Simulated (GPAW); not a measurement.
A run of GPAW 26.7.0 is set up as follows.

The input run.py:

```python
from ase import Atoms
from ase.dft.bandgap import bandgap
from ase.io import write
from ase.units import GPa
from ase.parallel import parprint
from gpaw import GPAW, PW, setup_paths

setup_paths.insert(0, '.')

atoms = Atoms(['Mo', 'Mo', 'S', 'S', 'S', 'S'],
              cell=[[3.184541456, 0.0, 0.0],
                    [-1.592270728, 2.7578938003, 0.0],
                    [0.0, 0.0, 21.67053472]],
              scaled_positions=[[0.343841, 0.668237, 0.850906],
                                [0.677909, 0.344803, 0.14846],
                                [0.670639, 0.347613, 0.778434],
                                [0.331544, 0.666297, 0.077322],
                                [0.651078, 0.336675, 0.923697],
                                [0.328987, 0.652968, 0.218398]],
              pbc=True)

calc = GPAW(mode=PW(600),
            xc='PBEsol',
            kpts={'size': (10, 10, 2), 'gamma': True},
            occupations={'name': 'fermi-dirac', 'width': 0.05},
            nbands=46,
            convergence={'density': 1e-05, 'energy': 1e-05},
            maxiter=150,
            txt='gpaw.txt')
atoms.calc = calc
energy = atoms.get_potential_energy()
forces = atoms.get_forces()
stress = atoms.get_stress()
calc.write('gs.gpw')
write('result.traj', atoms)
parprint(f'Energy: {energy:.6f} eV')
parprint('Forces (eV/A):')
parprint(forces.round(4))
parprint('Stress (GPa):', (stress / GPa).round(3))
parprint('Fermi level:', round(calc.get_fermi_level(), 4), 'eV')
parprint(f'Gap: {bandgap(calc)[0]:.4f} eV, direct: {bandgap(calc, direct=True)[0]:.4f} eV')
```

Potentials or basis: PAW data sets generated in the run's folder for this functional, pw.

Launch:

```bash
$ gpaw-setup -f PBEsol Mo S
$ OMP_NUM_THREADS=1 mpirun -n 4 gpaw python run.py
```

Q: Predict the largest force.

A: 1.256 eV/Å.

Q: What does it give for the band gap on the k mesh?

A: 1.28 eV, indirect (least direct gap 1.74 eV).

Stress tensor (GPa, compression positive):
```
-1.89 -0.19  0.32
-0.19 -2.70  0.72
 0.32  0.72 -0.60
```
